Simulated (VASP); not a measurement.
Level of theory: LDA (Ceperley-Alder, Perdew-Zunger), VASP's LDA PAW potentials (set 64) (plane waves; VASP). Each cell was relaxed at this level, without spin-orbit coupling.

Which of these comes out without a gap?
A. BaF2, Fm-3m (225)
B. NbC, Fm-3m (225)
C. BAs, F-43m (216)
D. GaAs, F-43m (216)

B, NbC, Fm-3m (225). The others have gaps of 1.10 eV (BAs, F-43m (216)), 6.60 eV (BaF2, Fm-3m (225)), 0.53 eV (GaAs, F-43m (216)).
